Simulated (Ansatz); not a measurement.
Born–Oppenheimer molecular dynamics of a periodic cell of 16 atoms, WC (start crystal WC, start structure P-6m2, volume 1.1 times the crystal's). It goes on from the last frame of an earlier run, with new velocities.

Method: DFT PBEsol, scalar-relativistic, plane waves, PAW (Ansatz). Settings: accuracy low, cutoff 420 eV, k mesh 2x2x2, fermi-dirac smearing 0.24 eV, no spin polarisation.

```
ensemble        : NPT, Langevin
time step       : 1.5 fs
steps asked     : 190
set temperature : 1960 K
friction        : 0.005 /fs
pressure        : 0 GPa
seed            : 405353
```

Frames 15 fs apart, positions in Å, forces in eV/Å.

Velocities at 30.0 fs (Å/ps):

```
W -3.16 -3.20 0.33
C 1.06 -10.02 12.79
W -0.98 -2.16 -0.85
C -40.77 -10.17 -2.82
W 1.70 1.04 -1.58
C -7.82 9.16 21.00
W -9.09 0.70 6.89
C 1.20 -16.61 2.89
W 5.56 0.06 -6.04
C -16.46 12.24 14.35
W 0.28 0.16 -0.06
C 31.84 9.67 -8.09
W 3.14 1.85 -0.13
C -8.20 12.05 8.90
W 3.83 -1.56 4.42
C 2.24 21.86 7.17
```

```xyz
16
Lattice="-2.9818 -5.1442 0.0178 4.4618 -2.5658 0.0103 0.0014 -0.0209 5.7720" Properties=species:S:1:pos:R:3:forces:R:3 time_fs=30.0 energy_less_start_eV=-3.073 T=2961
W 0.051 -4.914 0.228 -1.84 -2.90 -2.83
C 1.276 -4.104 1.506 3.80 0.54 2.91
W -0.015 -5.052 2.999 2.21 0.67 3.21
C 1.534 -4.316 4.610 0.14 2.16 -1.48
W -1.436 -2.520 0.173 -0.98 3.17 1.90
C 0.067 -1.542 1.647 -0.29 -1.98 -0.72
W -1.440 -2.366 2.996 -0.88 -2.73 2.07
C 0.019 -1.622 4.621 0.59 0.03 -1.24
W 1.579 -2.381 0.170 -1.11 -1.08 -0.35
C 2.976 -1.593 1.635 0.66 0.14 -0.45
W 1.663 -2.415 3.054 -2.91 -1.17 0.49
C 3.179 -1.585 4.474 -2.16 0.02 0.36
W -0.044 0.063 0.210 2.11 1.62 -1.00
C -1.522 -4.348 1.859 -0.04 2.67 -3.23
W 0.039 -0.033 3.030 -0.35 3.09 2.97
C -1.567 -3.964 4.661 1.06 -4.27 -2.59
16
Lattice="-2.9560 -5.0901 0.0192 4.4040 -2.5278 0.0158 0.0060 -0.0251 5.7258" Properties=species:S:1:pos:R:3:forces:R:3 time_fs=45.0 energy_less_start_eV=-3.153 T=3200
W -0.016 -4.933 0.236 0.37 0.32 -0.78
C 1.556 -4.167 1.791 -2.31 1.75 -3.65
W -0.022 -5.014 2.988 -0.03 2.46 2.23
C 1.178 -4.196 4.441 4.54 1.54 0.98
W -1.408 -2.459 0.168 -1.13 1.10 1.53
C -0.015 -1.589 1.762 0.54 -0.82 -2.55
W -1.572 -2.349 3.085 3.58 -3.56 1.23
C 0.080 -1.781 4.512 -0.16 2.39 -0.28
W 1.619 -2.361 0.086 -1.87 -1.57 1.94
C 2.872 -1.458 1.649 1.80 -1.96 -1.93
W 1.625 -2.399 3.005 -3.04 -1.09 1.57
C 3.298 -1.462 4.432 -3.72 -1.54 1.07
W 0.009 0.104 0.213 1.31 0.31 -0.14
C -1.558 -3.984 1.711 0.71 -1.71 -0.88
W 0.104 -0.049 3.080 -0.77 3.94 0.03
C -1.487 -4.066 4.546 0.19 -1.58 -0.36
16
Lattice="-2.9276 -5.0427 0.0184 4.3409 -2.4922 0.0169 0.0075 -0.0251 5.6973" Properties=species:S:1:pos:R:3:forces:R:3 time_fs=60.0 energy_less_start_eV=-1.158 T=2391
W -0.080 -4.979 0.223 3.75 2.58 -1.66
C 1.615 -4.011 1.544 -1.91 -0.42 0.45
W -0.034 -4.938 2.998 1.99 -0.28 -1.22
C 1.459 -3.895 4.388 -1.71 -3.16 1.18
W -1.401 -2.386 0.168 0.55 -0.17 0.22
C 0.048 -1.709 1.528 0.69 1.79 0.55
W -1.682 -2.359 3.186 7.26 -3.62 -4.96
C 0.099 -1.616 4.404 -1.47 -0.23 0.70
W 1.632 -2.381 0.001 -6.00 -1.08 7.31
C 3.049 -1.626 1.393 -2.10 1.41 4.04
W 1.555 -2.401 2.993 -1.44 0.98 -2.53
C 2.833 -1.538 4.481 3.99 0.75 -2.98
W 0.070 0.144 0.206 1.80 -2.84 -1.87
C -1.405 -3.979 1.446 -0.54 -1.54 2.77
W 0.160 -0.020 3.141 -4.59 1.19 -5.62
C -1.397 -4.439 4.338 -0.26 4.63 3.62
16
Lattice="-2.9058 -5.0271 0.0028 4.2983 -2.4787 0.0168 0.0150 -0.0118 5.7077" Properties=species:S:1:pos:R:3:forces:R:3 time_fs=75.0 energy_less_start_eV=-1.248 T=2457
W -0.083 -5.024 0.182 4.60 2.00 -0.58
C 1.410 -3.918 1.341 0.35 -2.32 3.62
W -0.038 -4.878 2.984 1.45 -0.55 0.88
C 1.510 -3.987 4.521 -3.26 -1.08 -0.82
W -1.409 -2.324 0.169 1.88 -2.65 2.12
C 0.230 -1.522 1.338 -1.21 -0.48 2.29
W -1.711 -2.411 3.238 7.04 -1.73 -6.20
C -0.054 -1.474 4.454 0.87 -2.22 0.03
W 1.594 -2.424 -0.025 -3.23 4.10 5.17
C 3.016 -1.618 1.647 -0.72 0.39 -0.42
W 1.481 -2.388 2.992 -1.42 -0.34 -2.52
C 2.863 -1.539 4.201 1.45 0.26 2.82
W 0.133 0.158 0.170 -2.06 -1.34 0.55
C -1.345 -4.215 1.577 -1.83 2.28 0.24
W 0.162 0.017 3.147 -2.44 1.99 -5.00
C -1.325 -4.138 4.571 -1.45 1.69 -2.17
16
Lattice="-2.8922 -5.0486 0.0084 4.2978 -2.5009 0.0078 0.0036 -0.0115 5.7509" Properties=species:S:1:pos:R:3:forces:R:3 time_fs=90.0 energy_less_start_eV=-0.759 T=2294
W -0.020 -5.073 0.141 -1.59 1.66 3.25
C 1.293 -4.103 1.635 1.78 0.75 -0.85
W -0.032 -4.870 3.021 -1.46 -0.59 1.15
C 1.107 -4.236 4.608 5.01 3.16 -1.72
W -1.390 -2.291 0.188 -0.50 -0.57 3.87
C 0.234 -1.396 1.447 -1.20 -2.28 0.72
W -1.681 -2.498 3.262 4.50 5.30 -7.00
C -0.021 -1.666 4.511 1.16 1.47 -0.85
W 1.538 -2.470 0.034 -1.89 1.54 2.58
C 2.906 -1.474 1.836 0.65 -1.94 -3.11
W 1.411 -2.391 2.993 0.14 -0.66 0.43
C 3.078 -1.533 4.354 -2.84 -0.70 2.10
W 0.175 0.165 0.117 -2.45 -0.34 1.41
C -1.497 -4.077 1.777 0.69 1.54 -2.02
W 0.116 0.066 3.085 -2.63 -0.46 -1.06
C -1.479 -3.746 4.604 0.60 -7.87 1.09
16
Lattice="-2.8840 -5.0996 0.0395 4.3232 -2.5482 -0.0042 -0.0234 -0.0310 5.8330" Properties=species:S:1:pos:R:3:forces:R:3 time_fs=105.0 energy_less_start_eV=-2.851 T=2724
W 0.050 -5.123 0.134 0.11 3.39 2.59
C 1.490 -4.219 1.834 -1.29 1.32 -2.34
W -0.036 -4.923 3.106 -0.67 -2.19 -0.29
C 1.357 -4.165 4.563 0.44 -0.18 0.80
W -1.366 -2.305 0.262 -1.25 -2.50 -1.34
C 0.039 -1.583 1.617 0.19 0.58 -0.05
W -1.599 -2.565 3.263 3.63 3.21 -1.12
C 0.147 -1.727 4.513 -2.86 1.64 0.97
W 1.470 -2.498 0.146 -0.24 -0.39 1.81
C 2.909 -1.634 1.581 -0.19 0.84 0.86
W 1.361 -2.402 3.019 3.08 -1.82 1.02
C 2.839 -1.681 4.799 1.24 -0.23 -4.51
W 0.175 0.162 0.080 -4.36 -2.20 4.12
C -1.598 -3.872 1.721 1.60 -3.38 -0.96
W 0.045 0.095 3.026 -2.15 -0.33 0.51
C -1.522 -4.288 4.636 2.73 2.23 -2.05
16
Lattice="-2.8989 -5.1668 0.0697 4.3760 -2.5994 -0.0225 -0.0561 -0.0463 5.8869" Properties=species:S:1:pos:R:3:forces:R:3 time_fs=120.0 energy_less_start_eV=-2.402 T=2048
W 0.116 -5.150 0.150 -0.90 0.85 0.98
C 1.563 -4.110 1.662 -1.20 -1.32 0.34
W -0.052 -5.038 3.137 2.90 -2.27 -2.46
C 1.765 -4.067 4.596 -3.41 -1.42 0.27
W -1.361 -2.365 0.323 -1.90 -1.65 -2.56
C -0.110 -1.665 1.720 1.49 1.24 0.29
W -1.494 -2.588 3.240 0.70 2.09 -1.40
C -0.085 -1.561 4.609 0.85 -1.25 -0.36
W 1.410 -2.533 0.240 1.68 0.75 -2.74
C 2.903 -1.722 1.464 0.20 1.50 1.63
W 1.350 -2.428 3.040 2.40 -1.29 2.12
C 2.788 -1.787 4.638 1.49 1.43 -1.25
W 0.133 0.143 0.068 -1.93 -0.35 0.29
C -1.470 -4.156 1.610 0.84 -0.84 0.68
W -0.038 0.107 2.962 -0.37 -0.55 2.16
C -1.325 -4.573 4.491 -2.82 3.07 2.01
16
Lattice="-2.9184 -5.1791 0.0902 4.4209 -2.6146 -0.0327 -0.0760 -0.0578 5.8694" Properties=species:S:1:pos:R:3:forces:R:3 time_fs=135.0 energy_less_start_eV=-2.670 T=2089
W 0.154 -5.120 0.171 -2.15 -0.38 -1.73
C 1.403 -4.154 1.498 1.19 -0.80 2.81
W -0.042 -5.118 3.099 1.86 0.47 0.44
C 1.601 -4.114 4.619 -1.63 -1.10 -0.44
W -1.396 -2.422 0.332 -1.58 -0.76 -3.04
C -0.093 -1.531 1.714 0.52 -1.63 -1.40
W -1.398 -2.550 3.173 -2.25 1.09 0.09
C -0.234 -1.577 4.665 2.08 -0.83 -0.86
W 1.372 -2.508 0.299 1.87 1.10 -3.99
C 2.851 -1.584 1.572 0.73 -0.49 -0.55
W 1.375 -2.437 3.038 1.39 -1.58 1.70
C 2.966 -1.668 4.272 -0.54 0.60 1.73
W 0.072 0.141 0.038 -0.78 0.35 0.53
C -1.292 -4.430 1.560 -2.44 2.30 0.40
W -0.101 0.101 2.869 1.48 1.29 4.10
C -1.489 -4.308 4.532 0.24 0.37 0.22
16
Lattice="-2.9212 -5.1589 0.0867 4.4407 -2.6134 -0.0537 -0.0948 -0.0431 5.7827" Properties=species:S:1:pos:R:3:forces:R:3 time_fs=150.0 energy_less_start_eV=-2.363 T=1765
W 0.152 -5.057 0.152 -4.57 -0.81 0.28
C 1.341 -4.303 1.724 2.60 1.41 -1.01
W -0.029 -5.144 3.012 -1.05 3.15 0.93
C 1.154 -4.202 4.574 3.75 1.81 -1.27
W -1.451 -2.466 0.288 -2.41 0.03 -3.07
C -0.054 -1.599 1.460 0.29 0.74 2.93
W -1.335 -2.475 3.074 -3.96 -0.22 -0.20
C -0.122 -1.644 4.548 0.90 0.59 -0.21
W 1.339 -2.454 0.294 2.57 -1.33 -4.14
C 2.895 -1.541 1.531 0.20 -1.79 -1.14
W 1.422 -2.437 3.016 0.05 -1.56 1.31
C 3.088 -1.525 4.203 -1.78 -1.57 2.11
W -0.010 0.155 0.024 -0.12 0.02 -0.03
C -1.500 -4.375 1.562 0.46 2.02 0.18
W -0.128 0.120 2.808 2.08 -0.02 3.85
C -1.631 -3.993 4.526 0.99 -2.48 -0.53
16
Lattice="-2.8893 -5.1164 0.0812 4.4547 -2.6279 -0.0562 -0.0946 -0.0370 5.7022" Properties=species:S:1:pos:R:3:forces:R:3 time_fs=165.0 energy_less_start_eV=-3.293 T=2017
W 0.126 -5.000 0.136 -2.10 -0.05 0.18
C 1.593 -4.321 1.883 -1.83 1.27 -3.81
W -0.027 -5.135 2.944 0.00 1.89 2.02
C 1.277 -4.039 4.412 1.12 -1.86 0.93
W -1.515 -2.497 0.212 0.54 2.05 -1.87
C 0.053 -1.592 1.593 -1.17 0.12 -0.54
W -1.283 -2.402 2.985 -4.27 -1.89 1.94
C 0.013 -1.623 4.419 -0.93 1.13 0.54
W 1.323 -2.425 0.234 3.44 -1.46 -3.18
C 2.904 -1.722 1.426 0.00 1.24 0.96
W 1.478 -2.472 3.018 0.35 -0.54 0.06
C 2.920 -1.632 4.438 -1.19 0.85 -1.77
W -0.103 0.150 0.047 1.78 -0.73 0.21
C -1.694 -4.068 1.554 2.93 -1.07 0.48
W -0.100 0.129 2.817 1.26 0.29 3.95
C -1.518 -4.068 4.414 0.08 -1.26 -0.11
16
Lattice="-2.8579 -5.0583 0.0764 4.4602 -2.6292 -0.0559 -0.0919 -0.0331 5.6280" Properties=species:S:1:pos:R:3:forces:R:3 time_fs=180.0 energy_less_start_eV=-3.445 T=2123
W 0.080 -4.923 0.137 -0.92 -1.03 0.32
C 1.672 -4.039 1.485 -1.38 -1.85 1.04
W -0.058 -5.080 2.909 1.59 2.61 1.63
C 1.605 -4.092 4.420 -2.36 -1.30 -1.70
W -1.556 -2.501 0.129 2.93 2.86 0.06
C 0.067 -1.490 1.662 -0.04 -0.62 -2.75
W -1.258 -2.348 2.940 -5.51 -1.09 1.23
C 0.023 -1.455 4.347 -1.33 -1.48 0.23
W 1.356 -2.408 0.149 2.19 0.04 0.49
C 2.882 -1.614 1.495 0.17 0.13 -0.31
W 1.520 -2.508 2.992 -1.82 0.00 -2.54
C 2.567 -1.619 4.426 4.31 1.44 0.07
W -0.159 0.138 0.076 1.78 0.75 1.04
C -1.483 -3.938 1.592 0.52 -3.09 0.06
W -0.053 0.146 2.867 0.31 0.97 1.32
C -1.471 -4.248 4.379 -0.44 1.67 -0.19
16
Lattice="-2.8405 -5.0110 0.0554 4.4370 -2.6073 -0.0443 -0.0703 -0.0219 5.5912" Properties=species:S:1:pos:R:3:forces:R:3 time_fs=195.0 energy_less_start_eV=-2.669 T=2140
W 0.043 -4.840 0.134 -0.14 -2.17 -0.58
C 1.526 -3.977 1.250 0.99 -2.21 3.76
W -0.098 -4.977 2.912 3.73 1.18 0.91
C 1.535 -4.389 4.177 -1.63 3.10 -0.63
W -1.556 -2.486 0.028 3.14 2.79 3.55
C 0.027 -1.452 1.307 -0.90 -1.66 3.08
W -1.270 -2.313 2.922 -4.19 -2.02 -3.20
C -0.095 -1.485 4.269 1.11 -0.82 1.07
W 1.413 -2.402 0.071 0.97 2.02 -0.53
C 2.881 -1.503 1.540 0.31 -1.59 -1.36
W 1.532 -2.519 2.943 -1.34 1.19 -1.96
C 2.721 -1.403 4.321 0.92 -3.77 -0.13
W -0.198 0.120 0.100 2.62 2.04 -0.19
C -1.226 -4.056 1.548 -4.20 1.69 -0.36
W -0.012 0.189 2.952 -2.30 -0.57 -3.17
C -1.542 -4.150 4.369 0.90 0.82 -0.27
```

Of the whole run (285 fs, mean temperature of the second half 2005 K): The conserved energy stayed within 1 meV per atom of its start (net change 0.27 meV per atom), so the integration is sound. A run of 0.28 ps of so small a system gives no equilibrium averages. Limits of this set-up: coarse k mesh, low accuracy level. The cell's volume went from 182 to 174 Å³.

Run time: 10 min on 1 CPU thread of a shared host.
